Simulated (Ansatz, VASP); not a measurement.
# One calculation of Re, two programs

```xyz
1
Lattice="0.0000 1.9566 1.9566 1.9566 0.0000 1.9566 1.9566 1.9566 0.0000" Properties=species:S:1:pos:R:3 pbc="T T T"
Re    0.0000    0.0000    0.0000
```

This isn't the form of Re at room conditions, which is hcp.

Alike in both runs: task relaxation of cell and atoms; functional PBE; k mesh 18 × 18 × 18; occupations gaussian, width 0.1 eV; no spin polarisation.

```csv
,VASP,Ansatz
version,VASP 6.6.1,Ansatz 0.2.0
potentials or method,"VASP PAW PBE potentials, release 64 (Re)","scalar-relativistic, plane waves, PAW"
plane-wave cutoff (eV),600,420
valence electrons in the cell,7,15
```

VASP gave:

```
gap on the k mesh at the Fermi level, each at its own relaxed structure (eV) : none
relaxed volume (Å³/atom)                                                     : 14.99
relaxed cell length with the largest relative difference (Å)                 : 2.767
```

Which values does Ansatz return?

gap on the k mesh at the Fermi level, each at its own relaxed structure (eV): none; relaxed volume (Å³/atom): 15.01; relaxed cell length with the largest relative difference (Å): 2.769.

A gap of «none» marks a metal or a gap that the smearing closes. The two sets of potentials don't hold the same shells in valence.

The runs have no spin-orbit coupling, so splittings on Re are missing.
